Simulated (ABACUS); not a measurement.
## Cl under changes of volume

One of the cells (29.048 Å³/atom); the others are scaled copies at fixed shape and fractional positions:

```
Cl
1.0
     3.14500   -2.25000    0.00000
     3.14500    2.25000    0.00000
     0.00000    0.00000    8.21000
Cl
4
Direct
  0.37000 0.63000 0.40000
  0.13000 0.87000 0.90000
  0.63000 0.37000 0.60000
  0.87000 0.13000 0.10000
```

* Program: ABACUS 3.10.1
* Functional: PBE
* Potentials or basis: PseudoDojo NC SR 0.4.1 PBE standard
* Cutoff: 789 eV
* Density cutoff: 3157 eV
* Basis: plane waves
* k mesh: 7 × 7 × 4
* Occupations: fermi-dirac, width 0.05 eV
* Spin: no spin polarisation

```tsv
volume (Å³/atom)	energy over the lowest point (meV/atom)	pressure (GPa)	gap on the mesh (eV)	largest force (eV/Å)
27.305	18.30	2.6	2.70	0.797
27.886	10.10	1.9	2.62	0.522
28.467	?	?	?	?
29.048	1.20	0.6	2.47	0.094
29.629	0.00	0.0	2.40	0.223
30.210	0.67	-0.4	2.33	0.420
30.791	3.03	-0.9	2.26	0.609
```

Question: What does the run at 28.467 Å³/atom give?

Answer: Energy over the lowest point 4.49 meV/atom; pressure 1.2 GPa; gap on the mesh 2.55 eV; largest force 0.274 eV/Å.

Worked out: A Birch-Murnaghan fit of order 3 (a polynomial in V^(-2/3)) to the other rows has its minimum at 29.70 Å³/atom with B0 = V·E''(V) = 26 GPa and B' = 4.5 at fixed shape and positions, which overstates the stiffness. It gives 4.49 meV/atom at 28.467 Å³/atom, against the run's 4.49, and -dE/dV = 1.2 GPa, against 1.2. A straight line through the other rows of the gap, of slope -3.65 eV per unit of ln V, gives 2.55 eV, against the run's 2.55.

Energies are extrapolated to zero smearing.

Caveats: an odd mesh through Γ misses points on the zone boundary, where band edges often lie.
